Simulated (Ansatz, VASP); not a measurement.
## Two plane-wave programs on GaAs

```
Ga As
1.0
    -1.88077    1.88077    3.02585
     1.88077   -1.88077    3.02585
     1.88077    1.88077   -3.02585
Ga As
1 1
Cartesian
  0.0000 0.0000 0.0000
  0.0000 0.0000 3.0259
```

Change from the starting cell: as made, not relaxed: species swapped into the TlF type (I4/mmm, No. 139).

Alike in both runs: task single point; functional PBE; k mesh 10 × 10 × 10; occupations fermi-dirac, width 0.05 eV; no spin polarisation.

|  | VASP | Ansatz |
| --- | --- | --- |
| version | VASP 6.6.1 | Ansatz 0.2.0 |
| potentials or method | VASP PAW PBE potentials, release 64 (Ga_d, As) | Ansatz PAW |
| plane-wave cutoff (eV) | 520 | 420 |
| valence electrons in the cell | 18 | 28 |

Ansatz gave:

- gap on the k mesh at the Fermi level (eV): none
- pressure (GPa): -3.4
- largest component of the traceless stress (GPa): 3.81

Question: Estimate VASP's values.

Answer: gap on the k mesh at the Fermi level (eV): none; pressure (GPa): -3.3; largest component of the traceless stress (GPa): 3.91.

A gap of «none» marks a metal or a gap that the smearing closes. The two sets of potentials don't hold the same shells in valence.
